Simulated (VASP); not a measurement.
Runs of VASP 6.6.1 on CdSe. The structure is cubic, space group Fm-3m (No. 225). Conventional cell: a = 5.748 Å, b = 5.748 Å, c = 5.748 Å, α = 90.00°, β = 90.00°, γ = 90.00°. Cd (site symmetry m-3m) has 6 Se at 2.87 Å as nearest neighbours. Around Se (site symmetry m-3m) lie 6 Cd at 2.87 Å. Measurements of this composition are mostly on another form, of space group No. 186.

```tsv
cell	gap on the mesh (eV)	pressure (GPa)
as given	none	(a)
volume scaled by 1.04	none	-2.1
volume scaled by 1.06	none	-3.0
volume scaled by 0.98	none	1.3
```

Alike in all rows: task single point; level PBE; potentials or basis VASP PAW PBE potentials, release 64 (Cd, Se); no spin polarisation; k mesh 8 × 8 × 8; cutoff (eV) 520; smearing fermi-dirac 0.05 eV.

Q: Estimate the missing entries.

A: (a) 0.0.

A k mesh can miss the band edges, and the runs leave out spin-orbit coupling on Cd, Se.

A gap of «none» marks a metal or a gap under the smearing width.
